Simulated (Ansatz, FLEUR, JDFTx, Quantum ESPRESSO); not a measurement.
AgCl: programs and potentials compared

```
Ag Cl
1.0
     0.00000    2.73500    2.73500
     2.73500    0.00000    2.73500
     2.73500    2.73500    0.00000
Ag Cl
1 1
Direct
  0.00000 0.00000 0.00000
  0.50000 0.50000 0.50000
```

Alike in all runs: task band structure; functional LDA; k mesh 8 × 8 × 8; occupations fermi-dirac, width 0.05 eV; no spin polarisation; no spin-orbit coupling. LDA stands for any of its common fits. Pressure is positive in compression and, in plane waves, holds the error of the finite cutoff. Gaps are the smaller of the mesh's and the band path's.

```tsv
program and potentials	plane-wave cutoff (eV)	notes	band gap (eV)	pressure (GPa)
JDFTx, PseudoDojo-SR-LDA-0.4.1-standard	1170	-	0.61	-
FLEUR, all-electron, FLAPW	-	-	0.62	-
Ansatz, all-electron LAPW, scalar-relativistic	-	-	0.61	-3.76
Quantum ESPRESSO, PseudoDojo 0.4.1 SR LDA standard	1170	-	?	?
```

Problem. Estimate from the other rows what the run with Quantum ESPRESSO, PseudoDojo 0.4.1 SR LDA standard gave.

Solution. Band gap 0.61 eV; pressure -3.79 GPa. The other rows, which needn't bracket it: band gap 0.61 to 0.62; pressure -3.76.
